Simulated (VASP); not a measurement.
A run of VASP 6.6.1:

The input INCAR:

```
PREC = Accurate ; ENCUT = 600
EDIFF = 1E-6 ; ISMEAR = -1
SIGMA = 0.05 ; LREAL = False
LASPH = True ; NELM = 60
ALGO = Fast ; ISIF = 3
LWAVE = False ; LCHARG = False
GGA = B5 ; ALDAX = 1.0
AGGAX = 1.0 ; AGGAC = 1.0
ALDAC = 0.0 ; IVDW = 12
VDW_S6 = 1.0 ; VDW_S8 = 2.6996
VDW_A1 = 0.4298 ; VDW_A2 = 4.2359
IBRION = 2 ; NSW = 60
EDIFFG = -0.01
```

KPOINTS

```
regular mesh
0
Gamma
  9 9 9
```

POSCAR

```
ZrS
1.0
    0.0000000000      2.6250000000      2.6250000000
    2.6250000000      0.0000000000      2.6250000000
    2.6250000000      2.6250000000      0.0000000000
Zr S
1 1
Direct
    0.0000000000      0.0000000000      0.0000000000
    0.5000000000      0.5000000000      0.5000000000
```

Potentials or basis: VASP PAW PBE potentials, release 64 (Zr_sv, S).

Command:

```console
$ cat potpaw_PBE.64/Zr_sv/POTCAR potpaw_PBE.64/S/POTCAR > POTCAR
$ mpirun -np 1 vasp_std > vasp.out
```

Hardware: 1 thread of Intel(R) Xeon(R) Platinum 8488C (Sapphire Rapids) (shared host).

Question: How long does it take, and how much memory?

Answer: Wall time 2.2 min on 1 thread of Intel(R) Xeon(R) Platinum 8488C (Sapphire Rapids), with other jobs on the host, peak memory 0.19 GiB. Counts: scf iterations 59, k points 35, ion steps 3.
